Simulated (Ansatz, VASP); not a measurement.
Two plane-wave programs on Si

File INCAR:

```
PREC = Accurate ; ENCUT = 600
EDIFF = 1E-6 ; ISMEAR = -1
SIGMA = 0.05 ; LREAL = F
LASPH = T ; NELM = 100
ALGO = Normal ; ISIF = 3
LWAVE = F ; LCHARG = F
GGA = CA ; IBRION = 2
NSW = 100 ; EDIFFG = -0.005
```

The input KPOINTS:

```
regular mesh
0
Gamma
  11 11 11
```

The input POSCAR:

```
Si
1.0
    0.0000000000      2.7492688318      2.7492688318
    2.7492688318      0.0000000000      2.7492688318
    2.7492688318      2.7492688318      0.0000000000
Si
2
Direct
    0.7500000000      0.7500000000      0.7500000000
    0.5000000000      0.5000000000      0.5000000000
```

Input for Ansatz:

```yaml
crystal:
  lattice:
    - [0.0, 2.7492688318, 2.7492688318]
    - [2.7492688318, 0.0, 2.7492688318]
    - [2.7492688318, 2.7492688318, 0.0]
  atoms:
    - { symbol: Si, position: [0.75, 0.75, 0.75] }
    - { symbol: Si, position: [0.5, 0.5, 0.5] }
kpoints:
  mp_grid: { grid: [11, 11, 11] }
scf:
  occupations: { method: fermi_dirac, width: 0.05 }
hamiltonian:
  xc: lda
  pseudopotentials: { kind: paw }
output:
  forces: true
  stress: true
  efg: { contact_densities: true }
relax:
  f_tol: 0.005
  max_steps: 80
  cell: {}
```

Alike in both runs: task relaxation of cell and atoms; functional LDA; k mesh 11 × 11 × 11; occupations fermi-dirac, width 0.05 eV; no spin polarisation.

|  | VASP | Ansatz |
| --- | --- | --- |
| version | VASP 6.6.1 | Ansatz 0.2.0 |
| potentials or method | VASP PAW LDA potentials, release 64 (Si) | PAW with Ansatz's default frozen-core files, scalar-relativistic |
| plane-wave cutoff (eV) | 600 | 420 |
| valence electrons in the cell | 8 | 8 |

VASP gave:

* relaxed volume (Å³/atom): 19.72
* relaxed cell length with the largest relative difference (Å): 3.821
* energy change over the relaxation (meV/atom): -16

Question: Estimate Ansatz's values.

Answer: Relaxed volume (Å³/atom): 19.71; relaxed cell length with the largest relative difference (Å): 3.820; energy change over the relaxation (meV/atom): -16.

 LDA usually gives volumes a few per cent too small. Zero-point motion and thermal expansion aren't in these numbers.
